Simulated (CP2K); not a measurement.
Crystal: ZrO2.

```
CELL_PARAMETERS angstrom
3.59928 0.00000 0.00000
1.79964 3.11706 0.00000
1.79964 1.03902 2.93880
ATOMIC_POSITIONS crystal
Zr 0.00000 0.00000 0.00000
O 0.75000 0.75000 0.75000
O 0.25000 0.25000 0.25000
```

Measurements of this composition are mostly on another form, of space group No. 14.

Base run:

* Program: CP2K 2026.2
* Functional: optB88-vdW
* Potentials or basis: POTENTIAL_UZH Zr GTH-PBE-q12, O GTH-PBE-q6; TZVP-MOLOPT-PBE-GTH basis
* Density cutoff: 11565 eV
* k mesh: 9 × 9 × 9
* Occupations: fermi-dirac, width 0.05 eV
* Spin: no spin polarisation

Its results: band gap on the k mesh 3.50 eV, indirect (least direct gap 3.97 eV); pressure 5.0 GPa.

After a change of settings the same cell gave: band gap on the k mesh 3.52 eV, indirect (least direct gap 3.99 eV); pressure 8.6 GPa. Which change was it?
A. functional from optB88-vdW to PBEsol
B. functional from optB88-vdW to PBE
C. functional from optB88-vdW to BEEF-vdW
D. functional from optB88-vdW to revPBE

D.

Caveats: the potentials were made for another functional, which shifts forces and pressure; an odd mesh through Γ misses points on the zone boundary, where band edges often lie; the basis of atomic orbitals isn't converged, which shifts pressures, moduli and gaps.
